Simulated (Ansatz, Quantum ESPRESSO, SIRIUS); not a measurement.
# As: programs and potentials compared

```
CELL_PARAMETERS angstrom
1.88080 1.08588 3.51406
-1.88080 1.08588 3.51406
0.00000 -2.17176 3.51406
ATOMIC_POSITIONS crystal
As 0.22600 0.22600 0.22600
As 0.77400 0.77400 0.77400
```

Alike in all runs: task band structure; functional PBE; k mesh 9 × 9 × 9; occupations fermi-dirac, width 0.05 eV; spin-orbit coupling, no magnetisation; with spin-orbit coupling. Pressure is positive in compression and, in plane waves, holds the error of the finite cutoff, which Ansatz's Pulay term estimates and takes out.

```csv
program and potentials,plane-wave cutoff (eV),notes,pressure (GPa),largest force (eV/Å)
"Ansatz, Ansatz PAW",420,Pulay term of +0.02 GPa included,3.73,0.427
"Quantum ESPRESSO, PseudoDojo 0.4 FR PBE standard",1143,-,?,?
"SIRIUS, all-electron FP-LAPW, apw+lo standard",-,-,-,0.434
```

Problem. Estimate from the other rows what the run with Quantum ESPRESSO, PseudoDojo 0.4 FR PBE standard gave.

Solution. Pressure 3.87 GPa; largest force 0.441 eV/Å. The other rows, which needn't bracket it: pressure 3.73; largest force 0.427 to 0.434.
